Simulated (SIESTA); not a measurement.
La2O3 under changes of volume

One of the cells (16.357 Å³/atom); the others are scaled copies at fixed shape and fractional positions:

```xyz
5
Lattice="3.9308 0.0000 0.0000 -1.9654 3.4042 0.0000 0.0000 0.0000 6.1120" Properties=species:S:1:pos:R:3 pbc="T T T"
La    0.0000    2.2694    1.5050
La    1.9654    1.1347    4.6070
O     0.0000    0.0000    0.0000
O     0.0000    2.2694    3.9477
O     1.9654    1.1347    2.1643
```

The cell is a database's computed one.

| Property | Result |
| --- | --- |
| Program | SIESTA 5.4.2 |
| Functional | LDA |
| Potentials or basis | PseudoDojo 0.4 standard (PBE and LDA files) |
| Basis | DZP (energy shift 0.003 Ry; two zetas on semicore shells) |
| Grid cutoff | 800 Ry |
| Energy shift | 0.003 Ry |
| k mesh | 6 × 6 × 4 |
| Occupations | fermi-dirac, width 0.05 eV |
| Spin | no spin polarisation |

```tsv
volume (Å³/atom)	energy over the lowest point (meV/atom)	pressure (GPa)	gap on the mesh (eV)	largest force (eV/Å)
15.375	35.58	11.4	3.59	0.776
15.703	16.47	7.5	3.60	0.571
16.030	4.82	4.0	3.61	0.394
16.357	0.00	0.8	3.59	0.220
16.684	1.38	-2.0	3.56	0.126
17.011	?	?	?	?
17.338	20.10	-6.9	3.50	0.234
```

**Question.** What does the run at 17.011 Å³/atom give?

**Answer.** Energy over the lowest point 8.23 meV/atom; pressure -4.6 GPa; gap on the mesh 3.53 eV; largest force 0.098 eV/Å.

Worked out: A Birch-Murnaghan fit of order 3 (a polynomial in V^(-2/3)) to the other rows has its minimum at 16.45 Å³/atom with B0 = V·E''(V) = 147 GPa and B' = 4.0 at fixed shape and positions, which overstates the stiffness. It gives 8.22 meV/atom at 17.011 Å³/atom, against the run's 8.23, and -dE/dV = -4.6 GPa, against -4.6. A parabola through the other rows of the gap, of slope -1.85 eV per unit of ln V there, gives 3.54 eV, against the run's 3.53.

Energies are extrapolated to zero smearing.

Caveats: the potentials were made for another functional, which shifts forces and pressure; spin-orbit coupling is left out, which moves the levels of the heavy elements; the basis of atomic orbitals isn't converged, which shifts pressures, moduli and gaps.

A mesh can miss the band edges.
